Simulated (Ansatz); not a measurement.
# CdTe: the change of pressure and formation energy with volume per atom

Plane-wave density functional theory, PAW datasets, Gaussian smearing 0.05 eV: one cell in which all forces lie under 0.002 eV/angstrom; stress (xx yy zz yz xz xy) and pressure positive in compression; site moments are of spin alone; formation energy from the elements run alike, uncorrected. The results are calculated, by Ansatz 0.2.0.

Cell of the first row (space group F-43m, No. 216):
```
CELL_PARAMETERS angstrom
0.00000 3.23440 3.23440
3.23440 0.00000 3.23440
3.23440 3.23440 0.00000
ATOMIC_POSITIONS crystal
Cd 0.00000 0.00000 0.00000
Te 0.25000 0.25000 0.25000
```

Settings of every row: paw set soft_2; functional r2SCAN; spin treatment none; moment partition spheres; spin axis none; wave cutoff 500 eV; k mesh 10x10x10; SCF start atoms; lower state search light; symmetry use detected.

Atom first moment, atom hubbard u: 0 on all atoms.

Limits: no spin-orbit coupling, which can matter with elements this heavy.

| row | volume per atom (Å³) | pressure (GPa) | formation energy (eV per atom) |
| --- | --- | --- | --- |
| 1 | 33.837 | 1.812 | -0.5605 |
| 2 | 34.541 | 0.857 | -0.5663 |
| 3 | 35.246 | ? | ? |
| 4 | 35.951 | -0.760 | -0.5665 |
| 5 | 35.992 | -0.802 | -0.5663 |
| 6 | 36.235 | -1.043 | -0.5649 |
| 7 | 36.247 | -1.055 | -0.5648 |
| 8 | 36.656 | -1.441 | -0.5616 |
| 9 | 37.714 | -2.328 | -0.5491 |

Question: what pressure and formation energy should row 3 give?

Worked fit of pressure. Take u = (V_r/V)^(2/3) − 1 with V_r = 36.114 Å³ an atom, which is twice the finite (Eulerian) strain; such expansions in the strain, on which the Birch-Murnaghan equation of state is built, carry the rest volume and the bulk modulus. The shown rows have u = 0.04437, 0.03013, 0.00302, 0.00226, -0.00223, -0.00245, -0.00988, -0.02849. Least squares give pressure = −0.9242 + 53.921 × u + 167.61 × u² + 158 × u³ GPa; a parabola predicts inner rows, each left out in turn, worse (root mean square 0.0019 against 0.00053 GPa). The rows lie off it by 0.000, 0.000, 0.000, -0.001, 0.001, 0.000, 0.000, 0.000. The pressure vanishes at u = 0.0163, or V = 35.25 Å³ an atom, and there the bulk modulus at fixed shape and fractions is B = −V dP/dV = (2/3)(1 + u) dP/du = 40.3 GPa. The withheld row has u = 0.01635, so the fit gives −0.9242 + 53.921 × (0.01635) + 167.61 × (0.01635)² + 158 × (0.01635)³ = 0.003 GPa.

The calculation gave 0.003 GPa. The fit meets it to the printed digit.

Worked fit of formation energy. Take u = (V_r/V)^(2/3) − 1 with V_r = 36.114 Å³ an atom, which is twice the finite (Eulerian) strain; such expansions in the strain, on which the Birch-Murnaghan equation of state is built, carry the rest volume and the bulk modulus. The shown rows have u = 0.04437, 0.03013, 0.00302, 0.00226, -0.00223, -0.00245, -0.00988, -0.02849. Least squares give formation energy = −0.56564 − 0.3089 × u + 9.558 × u² eV per atom; a straight line predicts inner rows, each left out in turn, worse (root mean square 0.0035 against 3.7e-05 eV per atom). The rows lie off it by 0.0000, 0.0000, 0.0000, 0.0000, 0.0000, 0.0000, 0.0001, 0.0000. The withheld row has u = 0.01635, so the fit gives −0.56564 − 0.3089 × (0.01635) + 9.558 × (0.01635)² = -0.5681 eV per atom.

The calculation gave -0.5682 eV per atom. The fit lies 0.0001 eV per atom (0.52 % of the column's range) above it, one unit of the last digit.
